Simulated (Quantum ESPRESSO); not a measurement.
# BeS (F-43m) in Quantum ESPRESSO: equation of state

Aim: energy against volume of BeS in PBE, for its equilibrium volume and stiffness.

Everything below comes from runs of Quantum ESPRESSO 7.5. Logs are shortened: lines on timing, memory, paths and dates and some standing lists are left out, and cuts for length are marked.

### Step 1. The crystal as given

It takes space group F-43m (No. 216, cubic). The conventional cell has a = 4.850 Å, b = 4.850 Å, c = 4.850 Å, α = 90.00°, β = 90.00°, γ = 90.00°. S (site symmetry -43m) has 4 Be at 2.10 Å as nearest neighbours. Around Be (site symmetry -43m) lie 4 S at 2.10 Å.

### Step 2. Single point, PBE, 13.40 Å³/atom

pw.in reads:

```
&CONTROL
  calculation = 'scf'
  prefix = 'pwscf'
  outdir = './tmp'
  pseudo_dir = './pseudo'
  tprnfor = .true.
  tstress = .true.
  disk_io = 'nowf'
/
&SYSTEM
  ibrav = 0
  nat = 2
  ntyp = 2
  ecutwfc = 55
  ecutrho = 440
  nbnd = 10
  occupations = 'smearing'
  smearing = 'fd'
  degauss = 0.00367493
/
&ELECTRONS
  conv_thr = 4d-10
  electron_maxstep = 120
  mixing_beta = 0.5
/
ATOMIC_SPECIES
S     32.0600 s_pbe_v1.4.uspp.F.UPF
Be     9.0122 be_pbe_v1.4.uspp.F.UPF
CELL_PARAMETERS angstrom
   0.0000000000    2.3754963136    2.3754963136
   2.3754963136    0.0000000000    2.3754963136
   2.3754963136    2.3754963136    0.0000000000
ATOMIC_POSITIONS crystal
S      0.7500000000    0.7500000000    0.7500000000
Be     0.0000000000    0.0000000000    0.0000000000
K_POINTS automatic
9 9 9 0 0 0
```

Potentials or basis: SSSP 1.3 efficiency PBE.

Run with:

```
$ OMP_NUM_THREADS=1 pw.x -in pw.in > pw.out
```

pw.out:

```text
This program is part of the open-source Quantum ESPRESSO suite
     for quantum simulation of materials; please cite
[... 9 lines left out ...]
     --------------------
     sticks:   dense  smooth     PW     G-vecs:    dense   smooth      PW
     Sum        1225     595    199                27989     9841    1807

     Using Slab Decomposition

     bravais-lattice index     =            0
     lattice parameter (alat)  =       6.3485  a.u.
     unit-cell volume          =     180.9213 (a.u.)^3
     number of atoms/cell      =            2
     number of atomic types    =            2
     number of electrons       =        10.00
     number of Kohn-Sham states=           10
     kinetic-energy cutoff     =      55.0000  Ry
     charge density cutoff     =     440.0000  Ry
     scf convergence threshold =      4.0E-10
     mixing beta               =       0.5000
     number of iterations used =            8  plain     mixing
     Exchange-correlation=  SLA  PW   PBX  PBC
                           (   1   4   3   4   0   0   0)

     celldm(1)=   6.348458  celldm(2)=   0.000000  celldm(3)=   0.000000
     celldm(4)=   0.000000  celldm(5)=   0.000000  celldm(6)=   0.000000

     crystal axes: (cart. coord. in units of alat)
               a(1) = (   0.000000   0.707107   0.707107 )
               a(2) = (   0.707107   0.000000   0.707107 )
               a(3) = (   0.707107   0.707107   0.000000 )

     reciprocal axes: (cart. coord. in units 2 pi/alat)
               b(1) = ( -0.707107  0.707107  0.707107 )
               b(2) = (  0.707107 -0.707107  0.707107 )
               b(3) = (  0.707107  0.707107 -0.707107 )

     PseudoPot. # 1 for S  read from file:
     s_pbe_v1.4.uspp.F.UPF
     Pseudo is Ultrasoft + core correction, Zval =  6.0
     Generated by new atomic code, or converted to UPF format
     Using radial grid of  907 points,  6 beta functions with:
                l(1) =   0
                l(2) =   0
                l(3) =   1
                l(4) =   1
                l(5) =   2
                l(6) =   2
     Q(r) pseudized with  8 coefficients,  rinner =    1.300   1.300   1.300
                                                       1.300   1.300

     PseudoPot. # 2 for Be read from file:
     be_pbe_v1.4.uspp.F.UPF
     Pseudo is Ultrasoft, Zval =  4.0
     Generated by new atomic code, or converted to UPF format
     Using radial grid of  769 points,  6 beta functions with:
                l(1) =   0
                l(2) =   0
                l(3) =   0
                l(4) =   1
                l(5) =   1
                l(6) =   2
     Q(r) pseudized with 10 coefficients,  rinner =    1.000   1.000   1.000
                                                       1.000   1.000

     atomic species   valence    mass     pseudopotential
     S                 6.00    32.06000     S ( 1.00)
     Be                4.00     9.01220     Be( 1.00)

     24 Sym. Ops. (no inversion) found

   Cartesian axes

     site n.     atom                  positions (alat units)
         1        S      tau(   1) = (   1.0606602   1.0606602   1.0606602  )
         2        Be     tau(   2) = (   0.0000000   0.0000000   0.0000000  )

     number of k points=    35  Fermi-Dirac smearing, width (Ry)=  0.0037
                       cart. coord. in units 2pi/alat
        k(    1) = (   0.0000000   0.0000000   0.0000000), wk =   0.0027435
        k(    2) = (   0.0785674   0.0785674  -0.0785674), wk =   0.0219479
        k(    3) = (   0.1571348   0.1571348  -0.1571348), wk =   0.0219479
        k(    4) = (   0.2357023   0.2357023  -0.2357023), wk =   0.0219479
        k(    5) = (   0.3142697   0.3142697  -0.3142697), wk =   0.0219479
        k(    6) = (   0.1571348   0.0000000  -0.0000000), wk =   0.0164609
[... 27 lines left out ...]
        k(   34) = (  -0.0000000  -0.4714045   0.6285394), wk =   0.0658436
        k(   35) = (  -0.0785674  -0.3928371   0.7071068), wk =   0.0658436

     Dense  grid:    27989 G-vectors     FFT dimensions: (  45,  45,  45)

     Smooth grid:     9841 G-vectors     FFT dimensions: (  30,  30,  30)

     Initial potential from superposition of free atoms

     starting charge       9.9998, renormalised to      10.0000
     Starting wfcs are    9 randomized atomic wfcs +    1 random wfcs

     Self-consistent Calculation

     iteration #  1     ecut=    55.00 Ry     beta= 0.50
     Davidson diagonalization with overlap
     ethr =  1.00E-02,  avg # of iterations =  5.9

     Threshold (ethr) on eigenvalues was too large:
     Diagonalizing with lowered threshold

     Davidson diagonalization with overlap
     ethr =  4.75E-04,  avg # of iterations =  1.7

     total energy              =     -52.49696570 Ry
     estimated scf accuracy    <       0.04805146 Ry

     iteration #  2     ecut=    55.00 Ry     beta= 0.50
     Davidson diagonalization with overlap
     ethr =  4.81E-04,  avg # of iterations =  1.0

     total energy              =     -52.49753493 Ry
     estimated scf accuracy    <       0.00720532 Ry

     iteration #  3     ecut=    55.00 Ry     beta= 0.50
     Davidson diagonalization with overlap
     ethr =  7.21E-05,  avg # of iterations =  3.2

     total energy              =     -52.49801341 Ry
     estimated scf accuracy    <       0.00016402 Ry

     iteration #  4     ecut=    55.00 Ry     beta= 0.50
     Davidson diagonalization with overlap
     ethr =  1.64E-06,  avg # of iterations =  6.0

     total energy              =     -52.49805278 Ry
     estimated scf accuracy    <       0.00002020 Ry

     iteration #  5     ecut=    55.00 Ry     beta= 0.50
     Davidson diagonalization with overlap
     ethr =  2.02E-07,  avg # of iterations =  2.9

     total energy              =     -52.49805632 Ry
     estimated scf accuracy    <       0.00000022 Ry

     iteration #  6     ecut=    55.00 Ry     beta= 0.50
     Davidson diagonalization with overlap
     ethr =  2.19E-09,  avg # of iterations =  3.6

     total energy              =     -52.49805660 Ry
     estimated scf accuracy    <       0.00000001 Ry

     iteration #  7     ecut=    55.00 Ry     beta= 0.50
     Davidson diagonalization with overlap
     ethr =  1.44E-10,  avg # of iterations =  2.2

     total energy              =     -52.49805661 Ry
     estimated scf accuracy    <          1.2E-09 Ry

     iteration #  8     ecut=    55.00 Ry     beta= 0.50
     Davidson diagonalization with overlap
     ethr =  1.19E-11,  avg # of iterations =  2.6

     End of self-consistent calculation

          k = 0.0000 0.0000 0.0000 (  1243 PWs)   bands (ev):

   -92.3676  -7.8667   6.2534   6.2534   6.2534  11.8819  11.8819  11.8819
    12.6807  19.0058

          k = 0.0786 0.0786-0.0786 (  1255 PWs)   bands (ev):

   -92.3676  -7.7144   5.2067   6.0754   6.0754  11.9660  12.1951  12.1951
    13.6594  18.4240

          k = 0.1571 0.1571-0.1571 (  1254 PWs)   bands (ev):

   -92.3675  -7.2833   3.2361   5.6975   5.6975  11.9860  12.7465  12.7465
    15.5589  18.0229

          k = 0.2357 0.2357-0.2357 (  1236 PWs)   bands (ev):

   -92.3675  -6.6768   1.3944   5.3512   5.3512  11.9719  12.9044  12.9044
    17.0714  18.9072

          k = 0.3143 0.3143-0.3143 (  1242 PWs)   bands (ev):

   -92.3675  -6.1645   0.2247   5.1576   5.1576  11.9537  12.7986  12.7986
    17.6967  20.7118

          k = 0.1571 0.0000-0.0000 (  1251 PWs)   bands (ev):

   -92.3676  -7.6636   5.4436   5.7198   5.7198  11.5112  12.7172  12.7172
    13.6115  17.3736

          k = 0.2357 0.0786-0.0786 (  1264 PWs)   bands (ev):

   -92.3675  -7.3249   3.8613   5.2616   5.5161  11.5955  13.0885  13.4782
    14.4881  17.1883

          k = 0.3143 0.1571-0.1571 (  1255 PWs)   bands (ev):

   -92.3675  -6.7702   2.0245   4.9289   5.1098  11.8754  13.1987  13.7806
    15.1573  18.7140

          k = 0.3928 0.2357-0.2357 (  1238 PWs)   bands (ev):

   -92.3675  -6.1997   0.6372   4.6895   4.8193  11.9686  13.1056  13.5696
    16.6319  19.8667

          k =-0.2357-0.3928 0.3928 (  1233 PWs)   bands (ev):

   -92.3675  -6.0024   0.2292   4.4183   4.9487  12.1220  13.0572  13.3090
    17.7586  20.2090

          k =-0.1571-0.3143 0.3143 (  1242 PWs)   bands (ev):

   -92.3675  -6.3729   1.0196   4.3777   5.2793  12.3763  13.1393  13.1608
    16.9148  18.2601

          k =-0.0786-0.2357 0.2357 (  1258 PWs)   bands (ev):

   -92.3675  -6.9728   2.5941   4.6119   5.7145  12.4864  12.8813  13.2286
    15.5774  17.0903

          k =-0.0000-0.1571 0.1571 (  1261 PWs)   bands (ev):

   -92.3676  -7.4686   4.2797   5.2113   6.0641  12.2696  12.3479  12.8009
    14.5909  17.3290

          k = 0.3143 0.0000-0.0000 (  1259 PWs)   bands (ev):

   -92.3675  -7.0893   3.8262   4.7288   4.7288  10.8418  13.3258  14.5950
    14.5950  17.4245

          k = 0.3928 0.0786-0.0786 (  1250 PWs)   bands (ev):

   -92.3675  -6.6265   2.5545   4.2886   4.3480  10.8523  12.9463  15.1211
    15.3346  19.1433

          k = 0.4714 0.1571-0.1571 (  1251 PWs)   bands (ev):

   -92.3675  -6.0846   1.2864   3.6704   4.2256  11.0642  13.8480  15.2131
    15.2795  20.8246

          k =-0.1571-0.4714 0.4714 (  1243 PWs)   bands (ev):

   -92.3675  -5.7695   0.6644   3.1424   4.3838  11.3153  14.7459  14.8837
    16.2312  19.5134

          k =-0.0786-0.3928 0.3928 (  1251 PWs)   bands (ev):

   -92.3675  -5.9534   1.0121   2.9369   4.7836  11.8118  14.4369  14.7303
    16.8197  18.0863

          k =-0.0000-0.3143 0.3143 (  1245 PWs)   bands (ev):

   -92.3675  -6.4665   1.9050   3.3526   5.3081  12.4396  13.7166  14.2288
    15.5379  16.9276

          k = 0.4714 0.0000-0.0000 (  1258 PWs)   bands (ev):

   -92.3675  -6.2800   2.2016   3.8995   3.8995  10.0045  11.8248  16.8510
    16.8510  19.9436

          k = 0.5500 0.0786-0.0786 (  1249 PWs)   bands (ev):

   -92.3675  -5.8476   1.4918   3.2700   3.7144  10.0438  11.9032  17.3923
    17.4254  21.4669

          k =-0.0786-0.5500 0.5500 (  1236 PWs)   bands (ev):

   -92.3675  -5.5518   1.2172   2.3026   3.8296  10.4578  13.3477  16.9983
    17.4383  19.8924

          k =-0.0000-0.4714 0.4714 (  1234 PWs)   bands (ev):

   -92.3675  -5.6033   1.3530   1.8469   4.2203  11.0335  15.4890  16.0104
    17.0748  17.8418

          k = 0.6285 0.0000-0.0000 (  1254 PWs)   bands (ev):

   -92.3675  -5.5908   1.0816   3.4512   3.4512   9.3196  11.1731  19.0074
    19.0074  22.2148

          k =-0.0000-0.6285 0.6285 (  1248 PWs)   bands (ev):

   -92.3675  -5.4671   1.0176   2.9002   3.4924   9.6843  11.6163  18.8120
    19.1032  21.1052

          k = 0.3143 0.1571-0.0000 (  1261 PWs)   bands (ev):

   -92.3675  -6.9214   2.9425   4.2561   5.2830  11.7414  13.5515  14.0719
    14.4390  17.7482

          k = 0.3928 0.2357-0.0786 (  1252 PWs)   bands (ev):

   -92.3675  -6.3633   1.6208   3.7058   4.8493  12.1877  13.2090  14.6660
    15.1309  18.6972

          k =-0.2357-0.3928 0.5500 (  1243 PWs)   bands (ev):

   -92.3675  -5.9046   0.6494   3.5608   4.4827  12.2938  12.9094  15.1081
    16.5297  18.9471

          k = 0.4714 0.1571-0.0000 (  1252 PWs)   bands (ev):

   -92.3675  -6.1670   1.8718   3.4517   4.0342  10.9861  12.6353  15.2160
    16.8357  19.8475

          k =-0.1571-0.4714 0.6285 (  1236 PWs)   bands (ev):

   -92.3675  -5.7311   1.2432   2.8200   3.6948  11.4524  13.5447  14.9903
    17.4286  19.2919

          k =-0.0786-0.3928 0.5500 (  1243 PWs)   bands (ev):

   -92.3675  -5.6029   1.0959   2.3758   3.8283  11.8574  14.1006  15.9952
    16.7582  17.7290

          k =-0.0000-0.3143 0.4714 (  1241 PWs)   bands (ev):

   -92.3675  -5.8890   1.3717   2.5848   4.3064  12.4514  13.4069  15.0263
    16.7739  18.3081

          k =-0.0786-0.5500 0.7071 (  1238 PWs)   bands (ev):

   -92.3675  -5.5487   1.2136   3.0202   3.1578  10.3754  12.0400  17.1927
    18.7019  20.5237

          k =-0.0000-0.4714 0.6285 (  1251 PWs)   bands (ev):

   -92.3675  -5.4478   1.4101   2.0937   3.2992  11.1466  13.4089  16.5318
    17.1170  19.8611

          k =-0.0786-0.3928 0.7071 (  1235 PWs)   bands (ev):

   -92.3675  -5.4733   1.5289   2.1847   2.9603  12.5495  13.8200  14.8595
    16.4661  19.6913

     the Fermi energy is     8.2670 ev

!    total energy              =     -52.49805661 Ry
     estimated scf accuracy    <          7.9E-11 Ry
     smearing contrib. (-TS)   =      -0.00000000 Ry
     internal energy E=F+TS    =     -52.49805661 Ry

     The total energy is F=E-TS. E is the sum of the following terms:
     one-electron contribution =     -15.82732982 Ry
     hartree contribution      =       7.81313317 Ry
     xc contribution           =     -13.64141790 Ry
     ewald contribution        =     -30.84244205 Ry

     convergence has been achieved in   8 iterations

     Forces acting on atoms (cartesian axes, Ry/au):

     atom    1 type  1   force =     0.00000000    0.00000000    0.00000000
     atom    2 type  2   force =     0.00000000   -0.00000000   -0.00000000

     Total force =     0.000000     Total SCF correction =     0.000000

     Computing stress (Cartesian axis) and pressure

          total   stress  (Ry/bohr**3)                   (kbar)     P=       85.15
   0.00057882   0.00000000   0.00000000           85.15        0.00        0.00
   0.00000000   0.00057882   0.00000000            0.00       85.15        0.00
   0.00000000   0.00000000   0.00057882            0.00        0.00       85.15

=------------------------------------------------------------------------------=
   JOB DONE.
=------------------------------------------------------------------------------=
```

Wall time 12 s (1 thread of Arm Neoverse V1, shared host); peak memory 0.13 GiB.

What came out:

- Free energy: -714.2724 eV
- Pressure: 8.5 GPa
- Band gap on the k mesh: 3.07 eV, indirect (least direct gap 5.63 eV)

Caveat: an odd mesh through Γ misses points on the zone boundary, where band edges often lie.

(Continued in part 2 of 2.)
